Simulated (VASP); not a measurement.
SnS, 8 atoms in the cell. Symmetry: Pnma, No. 62, orthorhombic system. Conventional cell: a = 11.102 Å, b = 3.986 Å, c = 4.230 Å, α = 90.00°, β = 90.00°, γ = 90.00°. Around Sn (site symmetry m) lie 3 S at 2.63 to 2.68 Å. S (site symmetry m) has 3 Sn at 2.63 to 2.68 Å as nearest neighbours. 

* Program: VASP 6.6.1
* Task: band structure
* Functional: TB-mBJ
* Potentials or basis: VASP PAW PBE potentials, release 64 (Sn_d, S)
* Cutoff: 520 eV
* k mesh: 2 × 6 × 6
* Occupations: gaussian, width 0.03 eV
* Spin: spin-orbit coupling, no magnetisation
* Further INCAR settings: ALGO = Normal; EDIFF = 1e-06; NBANDS = 98

Potentials or basis: VASP PAW PBE potentials, release 64 (Sn_d, S).

Run with:

```bash
$ cat potpaw_PBE.64/Sn_d/POTCAR potpaw_PBE.64/S/POTCAR > POTCAR
$ cp INCAR.step1 INCAR
$ mpirun -np 2 vasp_ncl > vasp.out
$ cp INCAR.step2 INCAR
$ mpirun -np 2 vasp_ncl > vasp.out
```

Hardware: 2 MPI ranks on Intel(R) Xeon(R) 6975P-C (Granite Rapids) (shared host).

Question: How long does it take, and how much memory?

Answer: Run time: 77 min on 2 MPI ranks on Intel(R) Xeon(R) 6975P-C (Granite Rapids), on a shared host, peak memory 1.6 GiB a rank. Counts: scf iterations 184, k points 32.
